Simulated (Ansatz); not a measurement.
System: Os (fcc type), 1 atom in the cell.

```xyz
1
Lattice="0.0000 1.9265 1.9265 1.9265 0.0000 1.9265 1.9265 1.9265 0.0000" Properties=species:S:1:pos:R:3 pbc="T T T"
Os    0.0000    0.0000    0.0000
```

Code and potentials: Ansatz PAW hard set, 700 eV. Settings of the plain PBE run: k-mesh 4×4×4 Γ-centred; Fermi–Dirac smearing of 0.15 eV; no spin polarisation; no spin–orbit coupling.

Plain PBE gives:

| Quantity | Value |
| --- | --- |
| Pressure | 0.50 GPa |

Question: What changes under PBE with spin–orbit coupling?

Answer: The pressure goes up by 1.17 GPa to 1.67 GPa.

The stress includes the program's correction for the finite plane-wave basis.

The k-mesh is coarse, so these values belong to this mesh and can lie far from the converged ones. This cubic structure is a model: it isn't the usual form of the substance at ambient conditions, and such phases are metastable or hypothetical.
